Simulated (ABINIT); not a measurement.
# V (Im-3m) in ABINIT: reference runs

Reference runs on V: the cell as given.

Everything below comes from runs of ABINIT 10.8.3 (patched build). Logs are shortened: lines on timing, memory, paths and dates and some standing lists are left out, and cuts for length are marked. The log counts tension as positive stress, the text compression.

## (1) The structure

Symmetry: Im-3m, No. 229, cubic system. The conventional cell has a = 3.029 Å, b = 3.029 Å, c = 3.029 Å, α = 90.00°, β = 90.00°, γ = 90.00°. V (site symmetry m-3m) is surrounded by 8 V at 2.62 Å.

## (2) Single point, PBEsol, collinear spin, ferromagnetic start

File run.abi:

```
# Pseudopotentials
pp_dirpath "./"
pseudos "V.upf"

# Structure
acell 3*1.0 Angstrom
rprim
    -1.5143500000     1.5143500000     1.5143500000
     1.5143500000    -1.5143500000     1.5143500000
     1.5143500000     1.5143500000    -1.5143500000
ntypat 1
znucl 23
natom 1
typat 1
xred
     0.0000000000     0.0000000000     0.0000000000

# Plane-wave basis
ecut 1142.878222 eV

# k points
kptopt 1
ngkpt 12 12 12
nshiftk 1
shiftk 0.0 0.0 0.0

# Exchange and correlation
ixc -116133

# Bands and occupations
nband 11
occopt 3
tsmear 0.05 eV

# Spin
nsppol 2
spinat
     0.0000000000     0.0000000000     2.0000000000

# SCF cycle
nstep 100
tolvrs 1.0e-10

# Output
iomode 3
prtwf 0
prtden 0
prteig 0
prtebands 0
enunit 2
```

Potentials or basis: PseudoDojo NC SR PBEsol v0.4.1 standard.

Launch:

```console
$ abinit run.abi > log 2>&1
```

run.abo:

```text
.Version 10.8.3 of ABINIT
 Symmetries : space group Im -3 m (#229); Bravais cI (body-center cubic)
================================================================================
 Values of the parameters that define the memory need of the present run
     intxc =       0    ionmov =       0      iscf =       7    lmnmax =       6
     lnmax =       6     mgfft =      30  mpssoang =       3    mqgrid =    3001
     natom =       1  nloc_mem =       1    nspden =       2   nspinor =       1
    nsppol =       2      nsym =      48    n1xccc =    2501    ntypat =       1
    occopt =       3   xclevel =       2
       mpw =        1240          nfft =       27000          nkpt =          72
================================================================================
================================================================================

--------------------------------------------------------------------------------
------------- Echo of variables that govern the present computation ------------
--------------------------------------------------------------------------------
 -outvars: echo values of preprocessed input variables --------
            acell      1.8897261259E+00  1.8897261259E+00  1.8897261259E+00 Bohr
              amu      5.09415000E+01
             ecut      4.20000000E+01 Hartree
           enunit           2
                       outvar_i_n : Printing only first  50 k-points.
              ixc     -116133
                       outvar_i_n : Printing only first  50 k-points.
         kptrlatt       12    0    0      0   12    0      0    0   12
          kptrlen      5.94794580E+01
            natom           1
            nband          11
            ngfft          30      30      30
             nkpt          72
           nspden           2
           nsppol           2
            nstep         100
             nsym          48
           ntypat           1
                       prtocc : prtvol=0, do not print more k-points.
                       1.000000  1.000000  1.000000  1.000000  1.000000  1.000000
                       1.000000  0.000000  0.000000  0.000000  0.000000
                       1.000000  1.000000  1.000000  1.000000  1.000000  1.000000
                       1.000000  0.000000  0.000000  0.000000  0.000000
                       1.000000  1.000000  1.000000  1.000000  1.000000  1.000000
                       1.000000  0.000000  0.000000  0.000000  0.000000
                       1.000000  1.000000  1.000000  1.000000  1.000000  1.000000
                       1.000000  0.000000  0.000000  0.000000  0.000000
                       1.000000  1.000000  1.000000  1.000000  1.000000  1.000000
                       1.000000  0.000000  0.000000  0.000000  0.000000
                       1.000000  1.000000  1.000000  1.000000  1.000000  1.000000
                       1.000000  0.000000  0.000000  0.000000  0.000000
                       1.000000  1.000000  1.000000  1.000000  1.000000  1.000000
                       1.000000  0.000000  0.000000  0.000000  0.000000
                       1.000000  1.000000  1.000000  1.000000  1.000000  1.000000
                       1.000000  0.000000  0.000000  0.000000  0.000000
                       1.000000  1.000000  1.000000  1.000000  1.000000  1.000000
[... 68 lines left out ...]
                       0.000000  0.000000  0.000000  0.000000  0.000000
                       1.000000  1.000000  1.000000  1.000000  1.000000  1.000000
                       0.000000  0.000000  0.000000  0.000000  0.000000
                       1.000000  1.000000  1.000000  1.000000  1.000000  1.000000
                       0.000000  0.000000  0.000000  0.000000  0.000000
                       1.000000  1.000000  1.000000  1.000000  1.000000  1.000000
                       0.000000  0.000000  0.000000  0.000000  0.000000
                       1.000000  1.000000  1.000000  1.000000  1.000000  1.000000
                       0.000000  0.000000  0.000000  0.000000  0.000000
                       1.000000  1.000000  1.000000  1.000000  1.000000  1.000000
                       0.000000  0.000000  0.000000  0.000000  0.000000
                       1.000000  1.000000  1.000000  1.000000  1.000000  1.000000
                       0.000000  0.000000  0.000000  0.000000  0.000000
                       1.000000  1.000000  1.000000  1.000000  1.000000  1.000000
                       0.000000  0.000000  0.000000  0.000000  0.000000
                       prtocc : prtvol=0, do not print more k-points.
           occopt           3
           prtden           0
        prtebands           0
           prteig           0
            prtwf           0
            rprim     -1.5143500000E+00  1.5143500000E+00  1.5143500000E+00
                       1.5143500000E+00 -1.5143500000E+00  1.5143500000E+00
                       1.5143500000E+00  1.5143500000E+00 -1.5143500000E+00
          spgroup         229
           spinat      0.0000000000E+00  0.0000000000E+00  2.0000000000E+00
           tolvrs      1.00000000E-10
           tsmear      1.83746611E-03 Hartree
            typat      1
                       outvars : Printing only first  50 k-points.
            znucl       23.00000

================================================================================

[... 65 lines left out ...]
lattice_vectors:
- [ -2.8617068,   2.8617068,   2.8617068, ]
- [  2.8617068,  -2.8617068,   2.8617068, ]
- [  2.8617068,   2.8617068,  -2.8617068, ]
lattice_lengths: [   4.95662,    4.95662,    4.95662, ]
lattice_angles: [109.471, 109.471, 109.471, ] # degrees, (23, 13, 12)
lattice_volume:   9.3742251E+01
convergence: {deltae: -1.421E-11, res2:  4.720E-11, residm:  2.461E-04, diffor: null, }
etotal    :  -7.37216285E+01
entropy   :   0.00000000E+00
fermie    :   4.37171080E-01
cartesian_stress_tensor: # hartree/bohr^3
- [  4.07586361E-04,   0.00000000E+00,   0.00000000E+00, ]
- [  0.00000000E+00,   4.07586361E-04,   0.00000000E+00, ]
- [  0.00000000E+00,   0.00000000E+00,   4.07586361E-04, ]
pressure_GPa:  -1.1992E+01
xred      :
- [  0.0000E+00,   0.0000E+00,   0.0000E+00,  V]
cartesian_forces: # hartree/bohr
- [ -0.00000000E+00,  -0.00000000E+00,  -0.00000000E+00, ]
force_length_stats: {min:   0.00000000E+00, max:   0.00000000E+00, mean:   0.00000000E+00, }
...

 Integrated electronic and magnetization densities in atomic spheres:
 ------------------------------------------------------------------------------------------------------------
 Radius=ratsph(iatom), smearing ratsm=  0.0000. Diff(up-dn)=approximate z local magnetic moment.
    Atom    Radius    up_density   dn_density  Total(up+dn)  Diff(up-dn)
    1  V   2.00000     5.325996     5.325986     10.651983     0.000010
 ------------------------------------------------------------------------------------------------------------
  Sum:                 5.325996     5.325986     10.651983     0.000010
 Total magnetization (from the atomic spheres):                0.000010
 Total magnetization (exact up - dn):                          0.000014

================================================================================

 ----iterations are completed or convergence reached----

 Mean square residual over all n,k,spin=   93.909E-08; max=  24.608E-05
 reduced coordinates (array xred) for    1 atoms
       0.000000000000      0.000000000000      0.000000000000
 rms dE/dt=  0.0000E+00; max dE/dt=  0.0000E+00; dE/dt below (all hartree)
    1       0.000000000000      0.000000000000      0.000000000000

 cartesian coordinates (angstrom) at end:
    1      0.00000000000000     0.00000000000000     0.00000000000000

 cartesian forces (hartree/bohr) at end:
    1     -0.00000000000000    -0.00000000000000    -0.00000000000000
 frms,max,avg= 0.0000000E+00 0.0000000E+00   0.000E+00  0.000E+00  0.000E+00 h/b

 cartesian forces (eV/Angstrom) at end:
    1     -0.00000000000000    -0.00000000000000    -0.00000000000000
 frms,max,avg= 0.0000000E+00 0.0000000E+00   0.000E+00  0.000E+00  0.000E+00 e/A
 length scales=  1.889726125908  1.889726125908  1.889726125908 bohr
              =  1.000000000000  1.000000000000  1.000000000000 angstroms
 Fermi (or HOMO) energy (hartree) =   0.43717   Average Vxc (hartree)=  -0.47680
 Magnetization (Bohr magneton)=  1.40720012E-05
 Total spin up =  6.50000704E+00   Total spin down =  6.49999296E+00
 Eigenvalues (hartree) for nkpt=  72  k points, SPIN UP:
 kpt#   1, nband= 11, wtk=  0.00058, kpt=  0.0000  0.0000  0.0000 (reduced coord)
  -1.89680   -0.92103   -0.92103   -0.92103    0.19671    0.45266    0.45266    0.45266
   0.52363    0.52363    1.18385
      occupation numbers for kpt#   1
   1.00000    1.00000    1.00000    1.00000    1.00000    0.00022    0.00022    0.00022
   0.00000    0.00000    0.00000
 prteigrs : prtvol=0 or 1, do not print more k-points.

 Eigenvalues (hartree) for nkpt=  72  k points, SPIN DOWN:
 kpt#   1, nband= 11, wtk=  0.00058, kpt=  0.0000  0.0000  0.0000 (reduced coord)
  -1.89679   -0.92103   -0.92103   -0.92103    0.19671    0.45266    0.45266    0.45266
   0.52363    0.52363    1.18385
      occupation numbers for kpt#   1
   1.00000    1.00000    1.00000    1.00000    1.00000    0.00022    0.00022    0.00022
   0.00000    0.00000    0.00000
 prteigrs : prtvol=0 or 1, do not print more k-points.

 Fermi (or HOMO) energy (eV) =  11.89603   Average Vxc (eV)= -12.97446
 Eigenvalues (   eV  ) for nkpt=  72  k points, SPIN UP:
 kpt#   1, nband= 11, wtk=  0.00058, kpt=  0.0000  0.0000  0.0000 (reduced coord)
 -51.61443  -25.06261  -25.06261  -25.06261    5.35280   12.31759   12.31759   12.31759
  14.24858   14.24858   32.21429
 prteigrs : prtvol=0 or 1, do not print more k-points.

 Eigenvalues (   eV  ) for nkpt=  72  k points, SPIN DOWN:
 kpt#   1, nband= 11, wtk=  0.00058, kpt=  0.0000  0.0000  0.0000 (reduced coord)
 -51.61442  -25.06259  -25.06259  -25.06259    5.35280   12.31760   12.31760   12.31760
  14.24859   14.24859   32.21430
 prteigrs : prtvol=0 or 1, do not print more k-points.

--- !EnergyTerms
iteration_state     : {dtset: 1, }
comment             : Components of total free energy in Hartree
kinetic             :  3.03179059943690E+01
hartree             :  1.45909846037996E+01
xc                  : -1.13219617717965E+01
Ewald energy        : -5.37293392380667E+01
psp_core            :  1.92731466303290E+00
local_psp           : -5.60240450175367E+01
non_local_psp       :  5.18162908530536E-01
internal            : -7.37209778576679E+01
'-kT*entropy'       : -6.50626628050409E-04
total_energy        : -7.37216284842960E+01
total_energy_eV     : -2.00606770736889E+03
band_energy         : -7.48737638477365E+00
...

 Cartesian components of stress tensor (hartree/bohr^3)
  sigma(1 1)=  4.07586361E-04  sigma(3 2)=  0.00000000E+00
  sigma(2 2)=  4.07586361E-04  sigma(3 1)=  0.00000000E+00
  sigma(3 3)=  4.07586361E-04  sigma(2 1)=  0.00000000E+00

-Cartesian components of stress tensor (GPa)         [Pressure= -1.1992E+01 GPa]
- sigma(1 1)=  1.19916048E+01  sigma(3 2)=  0.00000000E+00
- sigma(2 2)=  1.19916048E+01  sigma(3 1)=  0.00000000E+00
- sigma(3 3)=  1.19916048E+01  sigma(2 1)=  0.00000000E+00

== END DATASET(S) ==============================================================
================================================================================

 -outvars: echo values of variables after computation  --------
            acell      1.8897261259E+00  1.8897261259E+00  1.8897261259E+00 Bohr
           etotal     -7.3721628484E+01
            fcart     -0.0000000000E+00 -0.0000000000E+00 -0.0000000000E+00
            rprim     -1.5143500000E+00  1.5143500000E+00  1.5143500000E+00
                       1.5143500000E+00 -1.5143500000E+00  1.5143500000E+00
                       1.5143500000E+00  1.5143500000E+00 -1.5143500000E+00
           strten      4.0758636106E-04  4.0758636106E-04  4.0758636106E-04
                       0.0000000000E+00  0.0000000000E+00  0.0000000000E+00
 Calculation completed.
```

Wall time 54 s (1 thread of Arm Neoverse V2, shared host); peak memory 0.09 GiB.

What came out:

| Item | Value |
| --- | --- |
| Free energy | -2006.0677 eV |
| Pressure | -12.0 GPa |
| Band gap on the k mesh | none (metal or under the smearing width) |
| Net moment | 0.00 μB per cell |
| Valence electrons inside the program's atomic spheres | V 10.65 (radii [1.0584] Å) |

Levels at points of the mesh, in eV from the Fermi level:
Spin up:
| k point | band 4 | band 5 | band 6 | band 7 | band 8 | band 9 |
| --- | --- | --- | --- | --- | --- | --- |
| (0.00, 0.00, 0.00) | -36.96 | -6.54 | 0.42 | 0.42 | 0.42 | 2.35 |
| (0.50, 0.00, 0.00) | -36.96 | -3.09 | -1.07 | 1.53 | 2.35 | 2.70 |
| (0.50, 0.50, 0.50) | -37.53 | -2.87 | -2.87 | 3.63 | 3.63 | 3.63 |
Spin down:
```
           k point  band 3  band 4  band 5  band 6  band 7  band 8  band 9  band 10
(0.00, 0.00, 0.00)  -36.96  -36.96   -6.54    0.42    0.42    0.42    2.35     2.35
(0.50, 0.00, 0.00)  -37.22  -36.96   -3.09   -1.07    1.53    2.35    2.70     4.01
(0.50, 0.50, 0.50)  -37.53  -37.53   -2.87   -2.87    3.63    3.63    3.63     9.88
```

## (3) Equation of state, PBEsol, collinear spin, ferromagnetic start

File run.abi:

```
# Datasets: one volume each
ndtset 7
getwfk -1
scalecart1 3*0.9795861087
scalecart2 3*0.9864848297
scalecart3 3*0.9932883884
scalecart4 3*1.0000000000
scalecart5 3*1.0066227096
scalecart6 3*1.0131594038
scalecart7 3*1.0196128224

# Pseudopotentials
pp_dirpath "./"
pseudos "V.upf"

# Structure
acell 3*1.0
rprim
    -2.8617067568     2.8617067568     2.8617067568
     2.8617067568    -2.8617067568     2.8617067568
     2.8617067568     2.8617067568    -2.8617067568
ntypat 1
znucl 23
natom 1
typat 1
xred
     0.0000000000     0.0000000000     0.0000000000

# Plane-wave basis
ecut 42.0

# k points
kptopt 1
ngkpt 12 12 12
nshiftk 1
shiftk 0.0 0.0 0.0

# Exchange and correlation
ixc -116133

# Bands and occupations
nband 11
occopt 3
tsmear 0.05 eV

# Spin
nsppol 2
spinat
     0.0000000000     0.0000000000     2.0000000000

# SCF cycle
nstep 100
tolvrs 1.0e-10

# Output
iomode 3
prtwf 1
prtden 0
prteig 0
prtebands 0
```

Potentials or basis: PseudoDojo NC SR PBEsol v0.4.1 standard.

Launch:

```console
$ abinit run.abi > log 2>&1
```

run.abo:

```text
.Version 10.8.3 of ABINIT
 DATASET    1 : space group Im -3 m (#229); Bravais cI (body-center cubic)
================================================================================
 Values of the parameters that define the memory need for DATASET  1.
     intxc =       0    ionmov =       0      iscf =       7    lmnmax =       6
     lnmax =       6     mgfft =      30  mpssoang =       3    mqgrid =    3001
     natom =       1  nloc_mem =       1    nspden =       2   nspinor =       1
    nsppol =       2      nsym =      48    n1xccc =    2501    ntypat =       1
    occopt =       3   xclevel =       2
       mpw =        1164          nfft =       27000          nkpt =          72
================================================================================
================================================================================
[... 61 lines left out ...]
 DATASET    7 : space group Im -3 m (#229); Bravais cI (body-center cubic)
================================================================================
 Values of the parameters that define the memory need for DATASET  7.
     intxc =       0    ionmov =       0      iscf =       7    lmnmax =       6
     lnmax =       6     mgfft =      30  mpssoang =       3    mqgrid =    3001
     natom =       1  nloc_mem =       1    nspden =       2   nspinor =       1
    nsppol =       2      nsym =      48    n1xccc =    2501    ntypat =       1
    occopt =       3   xclevel =       2
       mpw =        1312          nfft =       27000          nkpt =          72
================================================================================
================================================================================

--------------------------------------------------------------------------------
------------- Echo of variables that govern the present computation ------------
--------------------------------------------------------------------------------
 -outvars: echo values of preprocessed input variables --------
            acell      1.0000000000E+00  1.0000000000E+00  1.0000000000E+00 Bohr
              amu      5.09415000E+01
             ecut      4.20000000E+01 Hartree
           getwfk          -1
[... 192 lines left out ...]
         ecut(hartree)=     42.000   => boxcut(ratio)=   2.11789

--- Pseudopotential description ------------------------------------------------
- pspini: atom type   1  psp file is ./V.upf
12 -116133 2 -1 1536                          pspcod,pspxc,lmax,lloc,mmax
     nproj     2     2     2

   1.80670815E+02                                ecore*ucvol(ha*bohr**3)
--------------------------------------------------------------------------------

================================================================================

--- !BeginCycle
iteration_state: {dtset: 1, }
solver: {iscf: 7, nstep: 100, nline: 4, wfoptalg: 0, }
tolerances: {tolvrs: 1.00E-10, }
...
[... 1066 lines left out ...]
-Cartesian components of stress tensor (GPa)         [Pressure= -1.9653E+01 GPa]
- sigma(1 1)=  1.96534403E+01  sigma(3 2)=  0.00000000E+00
- sigma(2 2)=  1.96534403E+01  sigma(3 1)=  0.00000000E+00
- sigma(3 3)=  1.96534403E+01  sigma(2 1)=  0.00000000E+00

== END DATASET(S) ==============================================================
================================================================================

 -outvars: echo values of variables after computation  --------
            acell      1.0000000000E+00  1.0000000000E+00  1.0000000000E+00 Bohr
           etotal1    -7.3722973309E+01
           etotal2    -7.3722748474E+01
           etotal3    -7.3722293321E+01
           etotal4    -7.3721628484E+01
           etotal5    -7.3720773769E+01
           etotal6    -7.3719748025E+01
           etotal7    -7.3718568416E+01
            fcart1    -0.0000000000E+00 -0.0000000000E+00 -0.0000000000E+00
            fcart2    -0.0000000000E+00 -0.0000000000E+00 -0.0000000000E+00
            fcart3    -0.0000000000E+00 -0.0000000000E+00 -0.0000000000E+00
            fcart4    -0.0000000000E+00 -0.0000000000E+00 -0.0000000000E+00
            fcart5    -0.0000000000E+00 -0.0000000000E+00 -0.0000000000E+00
            fcart6    -0.0000000000E+00 -0.0000000000E+00 -0.0000000000E+00
            fcart7    -0.0000000000E+00 -0.0000000000E+00 -0.0000000000E+00
            rprim1    -2.8032881861E+00  2.8032881861E+00  2.8032881861E+00
                       2.8032881861E+00 -2.8032881861E+00  2.8032881861E+00
                       2.8032881861E+00  2.8032881861E+00 -2.8032881861E+00
[... 17 lines left out ...]
                       2.9178329032E+00  2.9178329032E+00 -2.9178329032E+00
           strten1     5.5195961709E-05  5.5195961709E-05  5.5195961709E-05
                       0.0000000000E+00  0.0000000000E+00  0.0000000000E+00
           strten2     1.8397957958E-04  1.8397957958E-04  1.8397957958E-04
                       0.0000000000E+00  0.0000000000E+00  0.0000000000E+00
           strten3     3.0120448717E-04  3.0120448717E-04  3.0120448717E-04
                       0.0000000000E+00  0.0000000000E+00  0.0000000000E+00
           strten4     4.0758644951E-04  4.0758644951E-04  4.0758644951E-04
                       0.0000000000E+00  0.0000000000E+00  0.0000000000E+00
           strten5     5.0371727367E-04  5.0371727367E-04  5.0371727367E-04
                       0.0000000000E+00  0.0000000000E+00  0.0000000000E+00
           strten6     5.9028340115E-04  5.9028340115E-04  5.9028340115E-04
                       0.0000000000E+00  0.0000000000E+00  0.0000000000E+00
           strten7     6.6800685670E-04  6.6800685670E-04  6.6800685670E-04
                       0.0000000000E+00  0.0000000000E+00  0.0000000000E+00
 Calculation completed.
```

Wall time 4.1 min (1 thread of Arm Neoverse V2, shared host); peak memory 0.13 GiB.

Results:

```yaml
Equilibrium_volume: "12.95 Å³/atom (rough: see the caveat)"
Bulk_modulus: 195 GPa (rough)
```

Energy against volume, from the lowest point:
```csv
volume (Å³/atom),energy (meV/atom)
13.058,0.00
13.336,6.12
13.613,18.50
13.891,36.59
14.169,59.85
14.447,87.76
14.725,119.86
```

Caveat: pressures at fixed basis lie under the slope of the energies; the minimum lies outside the volumes run.
